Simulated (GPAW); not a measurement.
Wanted: an ASE script for a GPAW 26.7.0 run.

```
Task                      : band structure
Functional                : SCAN
Potentials or basis       : GPAW PAW data sets (gpaw-data 1.2.1)
Cutoff                    : 600 eV
Basis                     : pw
k mesh                    : 6 × 6 × 6
Occupations               : fermi-dirac, width 0.05 eV
Spin                      : spin-orbit coupling, no magnetisation
Maxiter                   : 150
Band path                 : GXMGRX,MR
Band points               : 100
spin axis theta (degrees) : 0
spin axis phi (degrees)   : 0
Soc after scf             : second variation without the xc potential
```

The structure of TePb lies in TePb.cif:

```cif
data_TePb
_cell_length_a 4.00228700
_cell_length_b 4.00228700
_cell_length_c 4.00228700
_cell_angle_alpha 90.00000000
_cell_angle_beta 90.00000000
_cell_angle_gamma 90.00000000
_space_group_name_H-M_alt 'P1'
_space_group_name_Hall 'P 1'
_space_group_IT_number 1
loop_
_space_group_symop_operation_xyz
'x,y,z'
loop_
_atom_site_label
_atom_site_type_symbol
_atom_site_symmetry_multiplicity
_atom_site_Wyckoff_symbol
_atom_site_fract_x
_atom_site_fract_y
_atom_site_fract_z
_atom_site_occupancy
Pb1 Pb 1 a 0.0000000000 0.0000000000 0.0000000000 1
Te1 Te 1 a 0.5000000000 0.5000000000 0.5000000000 1
```

Measurements of this composition are mostly on another form, of space group No. 225.

The input as run:

run.py

```python
import numpy as np
from ase.dft.bandgap import bandgap
from ase.io import read, write
from ase.units import GPa
from gpaw import GPAW, PW
from gpaw.spinorbit import soc_eigenstates

atoms = read('TePb.cif')

calc = GPAW(mode=PW(600),
            xc='MGGA_X_SCAN+MGGA_C_SCAN',
            kpts={'size': (6, 6, 6), 'gamma': True},
            occupations={'name': 'fermi-dirac', 'width': 0.05},
            nbands=19,
            convergence={'density': 1e-05, 'energy': 1e-05},
            maxiter=150,
            txt='gpaw.txt')
atoms.calc = calc
energy = atoms.get_potential_energy()
forces = atoms.get_forces()
stress = atoms.get_stress()
calc.write('gs.gpw')
write('result.traj', atoms)
print(f'Energy: {energy:.6f} eV')
print('Forces (eV/A):')
print(forces.round(4))
print('Stress (GPa):', (stress / GPa).round(3))
print('Fermi level:', round(calc.get_fermi_level(), 4), 'eV')
print(f'Gap: {bandgap(calc)[0]:.4f} eV, direct: {bandgap(calc, direct=True)[0]:.4f} eV')

path = atoms.cell.bandpath('GXMGRX,MR', npoints=100, eps=1e-4)
bs_calc = calc.fixed_density(kpts=path, symmetry='off', nbands=32,
                             convergence={'bands': 'CBM+6.0', 'eigenstates': 1e-6}, txt='bands.txt')
bs = bs_calc.band_structure()
bs.write('bs.json')
print(f'Gap on the path: {bandgap(bs_calc)[0]:.4f} eV')

soc = soc_eigenstates(bs_calc, theta=0, phi=0, ignore_xc_potential=True)
np.savetxt('soc_bands.dat', soc.eigenvalues(), fmt='%.4f')
mesh = soc_eigenstates('gs.gpw', theta=0, phi=0, ignore_xc_potential=True)
np.savetxt('soc_mesh.dat', mesh.eigenvalues(), fmt='%.4f')
print('Fermi level with spin-orbit coupling:', round(mesh.fermi_level, 4), 'eV')
```

Potentials or basis: GPAW PAW data sets (gpaw-data 1.2.1), pw.

Launch:

```console
$ OMP_NUM_THREADS=1 python run.py
```

Results of the run:

```json
{
  "Pressure": "-1.7 GPa",
  "Band gap along the path": "none (metal or under the smearing width)"
}
```

Caveat: spin-orbit coupling was added after a scalar SCF, so levels and gaps hold it while energy, forces, pressure and moments don't; this program's spin-orbit splittings come out too wide for heavy elements; the PAW data sets were made with another functional, which shifts forces and pressure a little.

Wall time 4 min on 1 thread of Arm Neoverse V1 (shared host), peak memory 0.52 GiB.
